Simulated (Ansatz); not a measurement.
Gas-phase electronic energies from Ansatz, PBE0-D4/def2-TZVP geometries. CCSD(T)/CBS is the MP2 limit (def2-TZVPP, def2-QZVPP) plus CCSD(T) − MP2 in def2-TZVPP, frozen cores. This one scheme is used for every species. Functionals use def2-TZVPP. B3LYP here is the variant with VWN-RPA as its local correlation; programs differ in this. HSE06 is defined as in plane-wave codes. For Ti outer-core shells are correlated without core-valence functions, which leaves a few kJ/mol of doubt a bond. Scalar relativity is left out up to krypton. One conformer a species, not always the lowest.

Consider the hydrogenolysis of a C–C bond: `FC(F)(F)C[O][Ti]([Cl])([Cl])[Cl]` + H₂ → `C[O][Ti]([Cl])([Cl])[Cl]` + `FC(F)F`.

`FC(F)(F)C[O][Ti]([Cl])([Cl])[Cl]`:

```xyz
12

F    -0.332   -1.915    1.009
C     0.456   -1.712   -0.046
F     1.383   -2.675   -0.066
F    -0.291   -1.829   -1.143
C     1.144   -0.359    0.021
O     0.213    0.659    0.043
Ti   -1.126    1.767    0.032
Cl   -0.987    3.011   -1.754
Cl   -1.022    3.010    1.821
Cl   -2.984    0.639    0.011
H     1.791   -0.263   -0.856
H     1.755   -0.333    0.928
```

H₂:

Cartesian coordinates in Å:
```
H 0.260 -0.255 -0.079
H -0.260 0.255 0.079
```

`C[O][Ti]([Cl])([Cl])[Cl]`:

```xyz
9

C     0.383   -1.386   -0.808
O     0.060   -0.215   -0.125
Ti   -0.340    1.229    0.717
Cl    0.737    2.895   -0.205
Cl    0.256    1.005    2.810
Cl   -2.499    1.547    0.571
H     0.834   -2.100   -0.114
H     1.092   -1.157   -1.608
H    -0.524   -1.818   -1.238
```

`FC(F)F`:

```xyz
5

F    -1.310    0.039    0.065
C     0.022    0.036    0.043
F     0.445   -1.213    0.226
F     0.426    0.448   -1.157
H     0.417    0.690    0.823
```

| level | ΔE (kJ/mol) | difference from CCSD(T)/CBS |
| --- | --- | --- |
| LDA (SPW92) | -36.1 | 10.0 |
| PBE-D4 | -45.5 | 0.6 |
| revPBE-D4 | -40.5 | 5.6 |
| BLYP-D4 | -46.4 | -0.3 |
| r2SCAN-D4 | -41.4 | 4.7 |
| B97M-V | -46.0 | 0.1 |
| PBE0-D4 | -48.0 | -1.9 |
| r2SCANh-D4 | -42.9 | 3.2 |
| r2SCAN0-D4 | -44.9 | 1.2 |
| HSE06-D4 | -48.5 | -2.4 |
| BHLYP-D4 | -51.3 | -5.2 |
| CAM-B3LYP-D4 | -48.3 | -2.2 |
| ωB97X-V | -44.8 | 1.3 |
| ωB97M-V | -43.4 | 2.7 |
| PBE-QIDH | -53.0 | -6.9 |
| PBE | -54.4 | -8.3 |
| BLYP | -64.2 | -18.1 |
| r2SCAN | -44.3 | 1.8 |
| PBE0 | -55.9 | -9.8 |
| B3LYP | -62.7 | -16.6 |
| r2SCANh | -46.0 | 0.1 |
| r2SCAN0 | -48.3 | -2.2 |
| HSE06 | -56.0 | -9.9 |
| BHLYP | -61.8 | -15.7 |
| CAM-B3LYP | -56.6 | -10.5 |
| RPA@PBE/def2-TZVPP | -46.1 | 0.0 |
| HF/def2-SVP | -67.0 | -20.9 |
| MP2/def2-SVP | -44.1 | 2.0 |
| CCSD/def2-SVP | -46.7 | -0.6 |
| CCSD(T)/def2-SVP | -42.0 | 4.1 |
| MP2/def2-TZVPP | -50.5 | -4.4 |
| SCS-MP2/def2-TZVPP | -54.9 | -8.8 |
| CCSD/def2-TZVPP | -52.7 | -6.6 |
| CCSD(T)/def2-TZVPP | -48.3 | -2.2 |
| HF/def2-QZVPP | -69.3 | -23.2 |
| MP2/def2-QZVPP | -49.3 | -3.2 |
| SCS-MP2/def2-QZVPP | -54.0 | -7.9 |
| HF/CBS(def2) | -69.3 | -23.2 |
| MP2/CBS(def2) | -48.3 | -2.2 |
| CCSD/CBS(def2) | -50.5 | -4.4 |
| CCSD(T)/CBS | -46.1 | 0 |

Largest T1 diagnostic among the species: 0.024, so the coupled-cluster value is less sure than usual.

The D4 term adds +13.7 kJ/mol with B3LYP and +8.0 kJ/mol with PBE0; it sums over pairs of atoms, weighted by their polarisabilities, and B3LYP, whose exchange is more repulsive, gets the larger term. Leaving LDA and LC-ωPBE aside and taking each functional with its dispersion term where it has one, the values, not all of them listed here, spread over 17.3 kJ/mol, from B2PLYP to revPBE-D4. LDA lies +18.3 kJ/mol from PBE without D4.

CCSD(T)/CBS has its own doubt, a few kJ/mol and more with outer-core shells, so smaller differences from it don't rank the levels.
